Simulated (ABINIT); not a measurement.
# PbSe (Clausthalite) (Fm-3m) in ABINIT: settings compared

The runs below take PbSe (Clausthalite) through equation of state, band structure, with r2SCAN, SOGGA.

Everything below comes from runs of ABINIT 10.8.3 (patched build). Logs are shortened: lines on timing, memory, paths and dates and some standing lists are left out, and cuts for length are marked. The log counts tension as positive stress, the text compression.

**The experiment to reproduce.**

A printed reference work, monograph reports, for a bulk crystal of PbSe at 4.2 K: band gap 0.15 eV (direct).

The runs below are set against these values where they give the same quantity.

## 1. The structure

The structure is cubic, space group Fm-3m (No. 225). Conventional cell: a = 6.121 Å, b = 6.121 Å, c = 6.121 Å, α = 90.00°, β = 90.00°, γ = 90.00°. Around Pb (site symmetry m-3m) lie 6 Se at 3.06 Å. Se (site symmetry m-3m) has 6 Pb at 3.06 Å as nearest neighbours.

## 2. Equation of state, r2SCAN

run.abi reads:

```
# Datasets: one volume each
ndtset 7
getwfk -1
scalecart1 3*0.9795861087
scalecart2 3*0.9864848297
scalecart3 3*0.9932883884
scalecart4 3*1.0000000000
scalecart5 3*1.0066227096
scalecart6 3*1.0131594038
scalecart7 3*1.0196128224

# Pseudopotentials
pp_dirpath "./"
pseudos "Pb.LDA_PW-JTH.xml, Se.LDA_PW-JTH.xml"

# Structure
acell 3*1.0
rprim
     0.0000000000     5.7837902633     5.7837902633
     5.7837902633     0.0000000000     5.7837902633
     5.7837902633     5.7837902633     0.0000000000
ntypat 2
znucl 82 34
natom 2
typat 1 2
xred
     0.0000000000     0.0000000000     0.0000000000
     0.5000000000     0.5000000000     0.5000000000

# Plane-wave basis
ecut 707.496042 eV
pawecutdg 48.0

# k points
kptopt 1
ngkpt 8 8 8
nshiftk 1
shiftk 0.0 0.0 0.0

# Exchange and correlation
ixc -497498
usekden 1
pawxcdev 0

# Bands and occupations
nband 14
occopt 3
tsmear 0.00183747

# SCF cycle
nstep 100
tolvrs 1.0e-7

# Output
iomode 3
prtwf 1
prtden 0
prteig 0
prtebands 0
```

Potentials or basis: JTH PAW LDA v2.0.

Command:

```
$ abinit run.abi > log 2>&1
```

run.abo:

```text
.Version 10.8.3 of ABINIT
 DATASET    1 : space group Fm -3 m (#225); Bravais cF (face-center cubic)
================================================================================
 Values of the parameters that define the memory need for DATASET  1.
     intxc =       0    ionmov =       0      iscf =      17    lmnmax =      18
     lnmax =       6     mgfft =      40  mpssoang =       3    mqgrid =    3001
     natom =       2  nloc_mem =       2    nspden =       1   nspinor =       1
    nsppol =       1      nsym =      48    n1xccc =       1    ntypat =       2
    occopt =       3   xclevel =       2
       mpw =        2321          nfft =       64000          nkpt =          29
 PAW method is used; the additional fine FFT grid is defined by:
   mgfftf=        50    nfftf =    125000
================================================================================
================================================================================
[... 71 lines left out ...]
 DATASET    7 : space group Fm -3 m (#225); Bravais cF (face-center cubic)
================================================================================
 Values of the parameters that define the memory need for DATASET  7.
     intxc =       0    ionmov =       0      iscf =      17    lmnmax =      18
     lnmax =       6     mgfft =      40  mpssoang =       3    mqgrid =    3001
     natom =       2  nloc_mem =       2    nspden =       1   nspinor =       1
    nsppol =       1      nsym =      48    n1xccc =       1    ntypat =       2
    occopt =       3   xclevel =       2
       mpw =        2634          nfft =       64000          nkpt =          29
 PAW method is used; the additional fine FFT grid is defined by:
   mgfftf=        54    nfftf =    157464
================================================================================
================================================================================

--------------------------------------------------------------------------------
------------- Echo of variables that govern the present computation ------------
--------------------------------------------------------------------------------
 -outvars: echo values of preprocessed input variables --------
            acell      1.0000000000E+00  1.0000000000E+00  1.0000000000E+00 Bohr
              amu      2.07200000E+02  7.89600000E+01
             ecut      2.60000000E+01 Hartree
           getwfk          -1
              ixc     -497498
           jdtset        1    2    3    4    5    6    7
         kptrlatt        8    0    0      0    8    0      0    0    8
          kptrlen1     6.41003113E+01
          kptrlen2     6.45517368E+01
          kptrlen3     6.49969353E+01
          kptrlen4     6.54361171E+01
          kptrlen5     6.58694815E+01
          kptrlen6     6.62972173E+01
          kptrlen7     6.67195040E+01
            natom           2
            nband          14
[... 120 lines left out ...]
 getcut: wavevector=  0.0000  0.0000  0.0000  ngfft=  50  50  50
         ecut(hartree)=     48.000   => boxcut(ratio)=   2.00165

--- Pseudopotential description ------------------------------------------------
- pspini: atom type   1  psp file is ./Pb.LDA_PW-JTH.xml
 Pseudopotential format is: paw10
 basis_size (lnmax)=  6 (lmn_size= 18), orbitals=   0   0   1   1   2   2
 Spheres core radius: rc_sph= 2.40264019
 Shapefunction is BESSEL type: shapef(r,l)=aa(1,l)*jl(q(1,l)*r)+aa(2,l)*jl(q(2,l)*r)
 Radius for shape functions =  2.00872932
 Compensation charge density is not taken into account in XC energy/potential

- pspini: atom type   2  psp file is ./Se.LDA_PW-JTH.xml
 Pseudopotential format is: paw10
 basis_size (lnmax)=  4 (lmn_size=  8), orbitals=   0   0   1   1
 Spheres core radius: rc_sph= 2.21132333
 Shapefunction is BESSEL type: shapef(r,l)=aa(1,l)*jl(q(1,l)*r)+aa(2,l)*jl(q(2,l)*r)
 Radius for shape functions =  2.00656599
 Compensation charge density is not taken into account in XC energy/potential

   1.05530777E+03                                ecore*ucvol(ha*bohr**3)
--------------------------------------------------------------------------------

================================================================================

--- !BeginCycle
iteration_state: {dtset: 1, }
solver: {iscf: 17, nstep: 100, nline: 4, wfoptalg: 10, }
tolerances: {tolvrs: 1.00E-07, }
...
[... 1271 lines left out ...]
-Cartesian components of stress tensor (GPa)         [Pressure= -1.7211E+00 GPa]
- sigma(1 1)=  1.72110580E+00  sigma(3 2)=  0.00000000E+00
- sigma(2 2)=  1.72110580E+00  sigma(3 1)=  0.00000000E+00
- sigma(3 3)=  1.72110580E+00  sigma(2 1)=  0.00000000E+00

== END DATASET(S) ==============================================================
================================================================================

 -outvars: echo values of variables after computation  --------
            acell      1.0000000000E+00  1.0000000000E+00  1.0000000000E+00 Bohr
           etotal1    -8.1131015787E+00
           etotal2    -8.1143705282E+00
           etotal3    -8.1152619062E+00
           etotal4    -8.1158168501E+00
           etotal5    -8.1160734655E+00
           etotal6    -8.1160496699E+00
           etotal7    -8.1157763271E+00
            fcart1    -0.0000000000E+00 -0.0000000000E+00 -0.0000000000E+00
                      -0.0000000000E+00 -0.0000000000E+00 -0.0000000000E+00
            fcart2    -0.0000000000E+00 -0.0000000000E+00 -0.0000000000E+00
                      -0.0000000000E+00 -0.0000000000E+00 -0.0000000000E+00
            fcart3    -0.0000000000E+00 -0.0000000000E+00 -0.0000000000E+00
                      -0.0000000000E+00 -0.0000000000E+00 -0.0000000000E+00
            fcart4    -0.0000000000E+00 -0.0000000000E+00 -0.0000000000E+00
                      -0.0000000000E+00 -0.0000000000E+00 -0.0000000000E+00
            fcart5    -0.0000000000E+00 -0.0000000000E+00 -0.0000000000E+00
                      -0.0000000000E+00 -0.0000000000E+00 -0.0000000000E+00
[... 38 lines left out ...]
                       0.0000000000E+00  0.0000000000E+00  0.0000000000E+00
           xangst1     0.0000000000E+00  0.0000000000E+00  0.0000000000E+00
                       2.9981702215E+00  2.9981702215E+00  2.9981702215E+00
           xangst2     0.0000000000E+00  0.0000000000E+00  0.0000000000E+00
                       3.0192847920E+00  3.0192847920E+00  3.0192847920E+00
           xangst3     0.0000000000E+00  0.0000000000E+00  0.0000000000E+00
                       3.0401081039E+00  3.0401081039E+00  3.0401081039E+00
           xangst4     0.0000000000E+00  0.0000000000E+00  0.0000000000E+00
                       3.0606499979E+00  3.0606499979E+00  3.0606499979E+00
           xangst5     0.0000000000E+00  0.0000000000E+00  0.0000000000E+00
                       3.0809197940E+00  3.0809197940E+00  3.0809197940E+00
           xangst6     0.0000000000E+00  0.0000000000E+00  0.0000000000E+00
                       3.1009263271E+00  3.1009263271E+00  3.1009263271E+00
           xangst7     0.0000000000E+00  0.0000000000E+00  0.0000000000E+00
                       3.1206779827E+00  3.1206779827E+00  3.1206779827E+00
             xred      0.0000000000E+00  0.0000000000E+00  0.0000000000E+00
                       5.0000000000E-01  5.0000000000E-01  5.0000000000E-01
 Calculation completed.
```

Run time: 12 min. Hardware: 1 thread of Arm Neoverse V2, shared host; peak memory 0.24 GiB.

What came out:

| Quantity | Value |
| --- | --- |
| Equilibrium volume | 29.48 Å³/atom |
| Bulk modulus | 52 GPa |
| Pressure derivative of the bulk modulus | 4.1 (rough: it moves with the points fitted) |

Energy against volume, from the lowest point:
| volume (Å³/atom) | energy (meV/atom) |
| --- | --- |
| 26.951 | 40.43 |
| 27.524 | 23.17 |
| 28.097 | 11.04 |
| 28.671 | 3.49 |
| 29.244 | 0.00 |
| 29.818 | 0.32 |
| 30.391 | 4.04 |

Caveat: pressures at fixed basis lie under the slope of the energies; the PAW data sets were made with another functional, which shifts forces and pressure a little.

## 3. Band structure, SOGGA, spin-orbit coupling, no magnetisation

run.abi reads:

```
ndtset 2

pp_dirpath "./"
pseudos "Pb.GGA_PBE-JTH.xml, Se.GGA_PBE-JTH.xml"

acell 4.3284127397 4.3284127397 4.3284127397 Angstrom
rprim
     0.0000000000     0.7071067812     0.7071067812
     0.7071067812     0.0000000000     0.7071067812
     0.7071067812     0.7071067812     0.0000000000
ntypat 2
znucl 82 34
natom 2
typat 1 2
xred
     0.0000000000     0.0000000000     0.0000000000
     0.5000000000     0.5000000000     0.5000000000

ecut 22.0
pawecutdg 44.0
pawxcdev 0

ixc -150130

occopt 3
tsmear 0.00183747

nspinor 2
nspden 1
pawspnorb 1

nstep 100

iomode 3
prtwf 0
prteig 0
prtebands 0
prtden1 1
prtvha1 1
prtvclmb1 1
prtpot1 1

kptopt1 4
ngkpt1 8 8 8
nshiftk1 1
shiftk1 0.0 0.0 0.0
nband1 28
tolvrs1 1.0e-9

iscf2 -2
getden2 1
nband2 40
nbdbuf2 8
tolwfr2 1.0e-11
kptopt2 -9
ndivsm2 6
prteig2 1
prtvol2 -3
kptbounds2
     0.0000000000     0.0000000000     0.0000000000
     0.5000000000     0.0000000000     0.5000000000
     0.5000000000     0.2500000000     0.7500000000
     0.3750000000     0.3750000000     0.7500000000
     0.0000000000     0.0000000000     0.0000000000
     0.5000000000     0.5000000000     0.5000000000
     0.6250000000     0.2500000000     0.6250000000
     0.5000000000     0.2500000000     0.7500000000
     0.5000000000     0.5000000000     0.5000000000
     0.3750000000     0.3750000000     0.7500000000
```

Potentials or basis: JTH PAW PBE v2.0.

Command:

```
$ abinit run.abi > log 2>&1
```

It took 10 min on 1 thread of Arm Neoverse V2, shared host; peak memory 0.35 GiB.

Results (log left out):

```
Free energy                                           : -1926.3783 eV
Pressure                                              : -1.6 GPa
Band gap on the k mesh                                : 0.23 eV, direct
Band gap along the path                               : 0.23 eV, direct
Valence electrons inside the program's atomic spheres : Pb 11.33; Se 3.88
```

Levels at the corners of the path, in eV from the valence-band top:
```
point  band 17  band 18  band 19  band 20  band 21  band 22  band 23  band 24
    Γ    -1.51    -1.51    -1.51    -1.51     3.39     3.39     5.64     5.64
    X    -3.32    -3.32    -2.86    -2.86     3.74     3.74     4.86     4.86
    W    -4.03    -4.03    -0.59    -0.59     1.88     1.88     5.01     5.01
    K    -2.68    -2.68    -2.15    -2.15     3.21     3.21     4.29     4.29
    Γ    -1.51    -1.51    -1.51    -1.51     3.39     3.39     5.64     5.64
    L    -1.18    -1.18     0.00     0.00     0.23     0.23     1.53     1.53
    U    -2.68    -2.68    -2.15    -2.15     3.21     3.21     4.29     4.29
    W    -4.03    -4.03    -0.59    -0.59     1.88     1.88     5.01     5.01
    L    -1.18    -1.18     0.00     0.00     0.23     0.23     1.53     1.53
    K    -2.68    -2.68    -2.15    -2.15     3.21     3.21     4.29     4.29
```

Caveat: the PAW data sets were made with another functional, which shifts forces and pressure a little.

## 4. Comparison with measurements

Step 2. The cell as given is a measured one (28.67 Å³/atom); r2SCAN puts the equilibrium volume +2.8 % from it, thermal expansion not counted.

Step 3. Measured gap of PbSe: 0.15 eV (direct; 4.2 K; a printed reference work, monograph). This calculation gives 0.23 eV (+0.08 eV). 2 values of this kind are on record (0.15 to 0.28 eV); this one was drawn at random. The value is that of SOGGA, without temperature or zero-point motion.
